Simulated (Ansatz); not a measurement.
Structure from Materials Project entry mp-24504 (possibly hypothetical), not relaxed further.

Input and log of a run on H: DFT, PBE, all-electron LAPW, scalar-relativistic (Ansatz 0.2.0).

```yaml
crystal:
  lattice:
    - [3.8401304226, 0.0, 0.0]
    - [-1.9200652113, 3.3256504998, 0.0]
    - [0.0, 0.0, 5.04666155]
  atoms:
    - { symbol: H, position: [0.3333333333, 0.6666666667, 0.17649588] }
    - { symbol: H, position: [0.6666666667, 0.3333333333, 0.67649588] }
    - { symbol: H, position: [0.6666666667, 0.3333333333, 0.82350412] }
    - { symbol: H, position: [0.3333333333, 0.6666666667, 0.32350412] }
kpoints:
  mp_grid: { grid: [9, 9, 6] }
  band_path:
    path:
      - [0.0, 0.0, 0.0]
      - [0.5, 0.0, 0.0]
      - [0.3333333333, 0.3333333333, 0.0]
      - [0.0, 0.0, 0.0]
      - [0.0, 0.0, 0.5]
      - [0.5, 0.0, 0.5]
      - [0.3333333333, 0.3333333333, 0.5]
      - [0.0, 0.0, 0.5]
      - [0.5, 0.0, 0.5]
    npoints: 8
scf:
  occupations: { method: fermi_dirac, width: 0.02 }
hamiltonian:
  xc: pbe
  pseudopotentials: { kind: all_electron, lapw: { basis_error: 0.0005 } }
output:
  forces: true
  stress: true
  eigenvalues: true
  populations: true
  dos: { projected: true, de: 0.2, e_range: [-14, 8] }
```

Output:

```
H: projections on atomic orbitals take those of the free atom 1s1, of charge +0.00 (hamiltonian.pseudopotentials.projection_atoms)
LAPW: plane waves up to 14.589 Å⁻¹, error target 5.0e-4 eV per atom; small_component_spin mean_spin; H in spheres of 0.371 Å, 1 of its electrons in bands, Dirac shells []
Engine: ansatz 0.2.0
Pseudopotentials: kind: all_electron
Pseudopotential: H, LAPW, valence charge 1, Koelling and Harmon's equation, gaussian nucleus
Functional definition: PBE
  parameter kappa = 0.804
  parameter beta = 0.06672455060314922
  exchange = pbe_x(kappa = kappa, mu = beta*pi^2/3)
  correlation = pbe_c(beta = beta)
Crystal: 4 atoms, lattice volume = 64.451 Å³
Basis set: ecut = 810.9110038536982 eV, 3389 PW (Γ), exchange–correlation at level 2
Bands: 6, of which v1, the nominal top of the filled ones, is band 2 counted from 1 (1 counted from 0)
Symmetry: 24 space group operations
Space group: P63/mmc (ITA 194), of the structure as read, at distance tolerance 4.0e-5 Å
k-points: 48 of 486
Non-local potential: H, projectors of the file, none
Initial density: superposition of atomic densities (chi_scale 0.1, normalization cell)
Initial wavefunctions: plane waves of lowest kinetic energy (no species holds an atomic orbital)
Functional: x = pbe(κ = 0.804, μ = 0.2195149727645171), c = pbe(β = 0.06672455060314922)
iter 1 solved again at ethr=7.48e-2 eV; its pass at ethr=1.00e-1 eV (dr2=2.99e0 eV) is discarded
SCF iter   1: F=—  HF=-64.779177 eV  |F-HF|=—  |Δ(HF+E_count)|=         —  Δρ=7.69e-2  dr2=3.00e0  ethr=7.48e-2  ⟨swp⟩=2.3  Hψ=2061  notcnv=0
preconditioner: auto → none  [insulator: Δε(μ)=11.118 eV  Ē_g=14.421 eV  σ=0.020 eV  W_gap=1.00  n_scr=2 (ndim 8)  ℏωp=9.3 eV  f_vac=0.000  D(μ)=0.00/eV (n_scr^D=0)  ε∞_Penn≈1.4]
SCF iter   2: F=—  HF=-63.705366 eV  |F-HF|=—  |Δ(HF+E_count)|=    1.07e0  Δρ=2.86e-2  dr2=4.22e-1  ethr=7.48e-2  ⟨swp⟩=2.0  Hψ=768  notcnv=0
iter 3 solved again at ethr=4.26e-5 eV; its pass at ethr=1.05e-2 eV (dr2=1.70e-3 eV) is discarded
SCF iter   3: F=—  HF=-63.527824 eV  |F-HF|=—  |Δ(HF+E_count)|=   1.78e-1  Δρ=2.43e-3  dr2=2.19e-3  ethr=4.26e-5  ⟨swp⟩=3.4  Hψ=1792  notcnv=0  defer=5
SCF iter   4: F=—  HF=-63.527049 eV  |F-HF|=—  |Δ(HF+E_count)|=         —  Δρ=1.65e-4  dr2=2.07e-5  ethr=4.26e-5  ⟨swp⟩=2.2  Hψ=781  notcnv=0  defer=3
the basis was enlarged: its passes take 36.0 KiB over the memory plan, 1 of 1 planned eigensolver slots
SCF iter   5: F=—  HF=-63.527048 eV  |F-HF|=—  |Δ(HF+E_count)|=   1.17e-6  Δρ=3.22e-5  dr2=3.18e-7  ethr=5.17e-7  ⟨swp⟩=2.1  Hψ=583  notcnv=0  defer=3
SCF iter   6: F=-63.527048 eV  HF=-63.527048 eV  |F-HF|=1.68e-8  |Δ(HF+E_count)|=   2.06e-8  Δρ=1.22e-5  dr2=3.15e-8  ethr=7.94e-9  ⟨swp⟩=2.0  Hψ=583  notcnv=0
SCF 1 converged in 6 iterations: F = -63.527048 eV  dr2 = 3.15e-8
NSCF: frozen V_eff on 65 k-points
SCF converged after 6 iterations
Free energy (F): -63.527048 eV
Harris-Foulkes:  -63.527048 eV  (|F-HF|=1.68e-8)
Internal energy: -63.527048 eV  (E = F + TS)
E sigma→0 (E₀):  -63.527048 eV
Fermi energy:    -4.059953 eV
--- Per-component energies (eV) ---
  E_band       = -37.143188
  E_kinetic    = 62.111089
  E_xc         = -37.671068
  E_electrostatic = -87.967069  (all electrons and nuclei)
  E_smearing   = -0.000000  (= −TS)
  E_closure    = 0.000000  (closes the sum)
  E_atoms      = -49.952987  (free atoms, spherical and without spin; not in F)
  Σ components = -63.527048   (vs F -63.527048, Δ=0.00e0)
  Basis errors (estimates in eV, not in F): energy 4.0e-4 per atom: plane waves 4.0e-4 (2.6e-4 summed), levels above the bands 3.4e-172, relativity 8.1e-10, radial functions 3.7e-6, core shells 0.0e0; eigenvalues (radial functions only) 4.9e-5; not estimated: angular momenta, meshes, grids; target (lapw.basis_error) 5.0e-4; muffin-tin radii H 0.371 Å
--- Forces (eV/Å), atoms counted from 1 ---
  atom   1  H      0.00000000     0.00000000    -0.30290338
  atom   2  H     -0.00000000    -0.00000000    -0.30290338
  atom   3  H      0.00000000    -0.00000000     0.30290338
  atom   4  H      0.00000000     0.00000000     0.30290338
  max |Σ_I F_I| component: 6.69e-19 eV/Å
--- Stress (GPa, compression-positive) ---
        0.023713       0.000000       0.000000
        0.000000       0.023713       0.000000
        0.000000       0.000000       1.152092
  P = ⅓ Tr σ = 0.3998 GPa (3.998 kbar)
--- Band table (eV; the first three rows and the last of 48) ---
  k-point 0: bands = ["-10.1799", "-8.7823", "0.6168", "3.1939", "6.2957", "7.8685"]
  k-point 1: bands = ["-10.1004", "-8.8941", "0.7378", "2.9234", "6.6451", "8.0667"]
  k-point 2: bands = ["-9.8747", "-9.1829", "1.0906", "2.3076", "7.5516", "8.4430"]
  k-point 47: bands = ["-9.1531", "-9.1531", "1.5972", "1.5972", "3.2394", "3.2394"]
--- Löwdin populations: 4 sites ---
  site symbol       q [e]
     0      H      0.9684
     1      H      0.9684
     2      H      0.9684
     3      H      0.9684
  spilling = 0.031640 (of n_electrons = 4.000000)
```
